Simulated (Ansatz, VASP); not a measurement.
## Pd: VASP beside Ansatz

```
Pd
1.0
     0.00000    1.99971    1.83974
     1.99971    0.00000    1.83974
     1.99971    1.99971    0.00000
Pd
1
Direct
  0.00000 0.00000 0.00000
```

Alike in both runs: task single point; functional PBE; k mesh 24 × 24 × 24; occupations gaussian, width 0.15 eV; no spin polarisation.

|  | VASP | Ansatz |
| --- | --- | --- |
| version | VASP 6.6.1 | Ansatz 0.2.0 |
| potentials or method | VASP PAW PBE potentials, release 64 (Pd) | scalar-relativistic, plane waves, PAW |
| plane-wave cutoff (eV) | 520 | 420 |
| valence electrons in the cell | 10 | 18 |

|  | VASP | Ansatz | Ansatz less VASP |
| --- | --- | --- | --- |
| gap on the k mesh at the Fermi level (eV) | none | none | - |
| pressure (GPa) | 7.7 | 8.0 | +0.32 |
| largest component of the traceless stress (GPa) | 2.06 | 2.08 | +0.023 |

A gap of «none» marks a metal or a gap that the smearing closes. With one functional, cell and mesh, what is left measures potentials, basis and numerics. The two sets of potentials don't hold the same shells in valence.
